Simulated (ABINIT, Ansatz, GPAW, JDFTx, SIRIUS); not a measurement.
**TaN: 6 runs at one level of theory**

```
Ta N
1.0
     0.00000    2.21132    2.21132
     2.21132    0.00000    2.21132
     2.21132    2.21132    0.00000
Ta N
1 1
Direct
  0.51353 0.48421 0.52898
  0.98710 0.98530 0.01570
```

The cell comes from a database or a generator and needn't be the stable form of this composition.

Atoms were shifted at random by some hundredths of an Å from the given cell, which wasn't relaxed again for these runs.

Alike in all runs: task single point; functional PBEsol; k mesh 10 × 10 × 10; occupations fermi-dirac, width 0.05 eV; no spin polarisation; no spin-orbit coupling. A missing gap at this level doesn't show that the real crystal is a metal. Pressure is positive in compression and, in plane waves, holds the error of the finite cutoff, which Ansatz's Pulay term estimates and takes out.

```csv
program and potentials,plane-wave cutoff (eV),notes,band gap (eV),pressure (GPa),largest force (eV/Å),energy over the undisturbed cell (meV/atom)
"Ansatz, Ansatz PAW",420,"potentials made for PBE, which Ansatz adapts in part; Pulay term of +0.50 GPa included",no gap,-8.93,0.782,19.58
"GPAW, PAW data sets generated for this functional",800,-,no gap,-9.28,0.801,20.09
"ABINIT, PseudoDojo NC SR PBEsol v0.4.1 standard",1143,-,no gap,-9.33,0.770,19.29
"Ansatz, all-electron LAPW, scalar-relativistic",-,-,no gap,-8.87,0.770,-
"SIRIUS, PseudoDojo 0.4.1 PBEsol standard (scalar relativistic)",1152,-,no gap,-9.34,0.770,-
"JDFTx, PseudoDojo-SR-PBEsol-0.4.1-standard with smoothed tails",1143,-,no gap,-9.33,0.770,19.29
```

Force on atom 2 (N), eV/Å:

```tsv
program and potentials	x	y	z
Ansatz, Ansatz PAW	0.195	0.635	0.414
GPAW, PAW data sets generated for this functional	0.200	0.650	0.424
ABINIT, PseudoDojo NC SR PBEsol v0.4.1 standard	0.191	0.625	0.407
Ansatz, all-electron LAPW, scalar-relativistic	0.192	0.625	0.408
SIRIUS, PseudoDojo 0.4.1 PBEsol standard (scalar relativistic)	0.191	0.625	0.407
JDFTx, PseudoDojo-SR-PBEsol-0.4.1-standard with smoothed tails	0.191	0.625	0.407
```

None finds a gap. The pressure spans -9.34 (SIRIUS, PseudoDojo 0.4.1 PBEsol standard (scalar relativistic)) to -8.87 GPa (Ansatz, all-electron LAPW, scalar-relativistic), with all-electron results at -8.87.

The functional is the same throughout but for its coding, so the spread measures potentials, basis and numerics; runs on potential files found faulty are left out.
